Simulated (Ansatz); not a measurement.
**Relaxing Si**

Level of theory: DFT PBEsol, scalar-relativistic, plane waves, PAW in Ansatz.

The start puts Si on the beta-tin structure type (I4_1/amd, No. 141), at a guessed volume.

Input of the last, converged step (default PAW datasets):

```yaml
crystal:
  lattice:
    - [-2.4339297605, 2.4339297605, 1.2608821761]
    - [2.4339297605, -2.4339297605, 1.2608821761]
    - [2.4339297605, 2.4339297605, -1.2608821761]
  atoms:
    - { symbol: Si, position: [0.0, 0.0, 0.0] }
    - { symbol: Si, position: [0.75, 0.25, 0.5] }
basis:
  ecutwfc: 420
kpoints:
  mp_grid: { grid: [24, 24, 24] }
hamiltonian:
  xc: pbesol
scf:
  occupations: { method: gaussian, width: 0.1 }
output:
  forces: true
  stress: true
  eigenvalues: true
relax:
  adjacent_minimum: "off"
  f_tol: 0.01
  max_steps: 80
  cell: { stress_tol: 0.05 }
```

It can be run as:

```bash
ansatz run input.yaml --threads 1 --pin off --backend cpu --events-out ev --progress --plain --runs-dir out  # memory cap (--max-ram) not shown
```

End of the output:

```
SCF converged after 3 iterations
Free energy (F): -1242.616066 eV
Harris-Foulkes:  -1242.616066 eV  (|F-HF|=9.09e-13)
Internal energy: -1242.612313 eV  (E = F + TS)
E sigma→0 (E₀):  -1242.614190 eV
Entropy (-TS):   -0.003753 eV (-1.877 meV/atom)
Fermi energy:    9.813490 eV
--- Per-component energies (eV) ---
  E_band       = 34.661907
  E_kinetic    = 82.456069
  E_local      = -3.442293  (includes V_loc(G=0)·N_el)
  E_nonlocal   = 51.246567
  E_hartree    = 2.274095
  E_xc         = -111.050912
  E_vxc        = -95.838403  (∫ρ·V_xc dr)
  E_paw        = -997.203635  (= ΣΔE_a)
  E_vpaw       = -4.308237  (= ΣTr[D̂ρ^β])
  E_aug_tail   = 0.000013  (compensation charges beyond the density's cutoff)
  E_ewald      = -266.955339
  E_core_change = 0.063121  (= ΣΔE_core)
  E_smearing   = -0.003753  (= −TS)
  E_closure    = 0.000000  (closes the sum)
  Σ components = -1242.616066   (vs F -1242.616066, Δ=0.00e0)
--- Forces (eV/Å), atoms counted from 1 ---
  atom   1  Si     0.00000000     0.00000000     0.00000000
  atom   2  Si     0.00000000     0.00000000     0.00000000
  max |Σ_I F_I| component: 3.47e-18 eV/Å
--- Stress (GPa, compression-positive) ---
       -0.007196       0.000000       0.000000
        0.000000      -0.007196       0.000000
        0.000000       0.000000       0.028588
  P = ⅓ Tr σ = 0.0047 GPa (0.047 kbar)
--- Relaxed structure (6 steps of the walk, 6 accepted, 1 SCFs on fresh bases) ---
  F+E_penalty+E_count = -1242.61606634 eV   max|allowed force component| = 1.735e-18 eV/Å   (the final SCF, on the basis selected at the relaxed cell)
  cell:  # Å, volume = 30.0210 Å³
    - [-2.392904, 2.392904, 1.310733]
    - [2.392904, -2.392904, 1.310733]
    - [2.392904, 2.392904, -1.310733]
  atoms:
    - { symbol: Si, position: [0.000000, 0.000000, 0.000000] }
    - { symbol: Si, position: [0.75, 0.25, 0.5] }
```

Absolute energies hang on the potentials; compare differences alone.

The result has space group I4_1/amd (No. 141). Si is coordinated by 6 Si at 2.48–2.62 Å.

It lies 0.18 eV/atom above the element's standard state at the same level.

For metals, differences of a few meV/atom aren't resolved.

Symmetry constrained the relaxation, so the result can be a saddle point.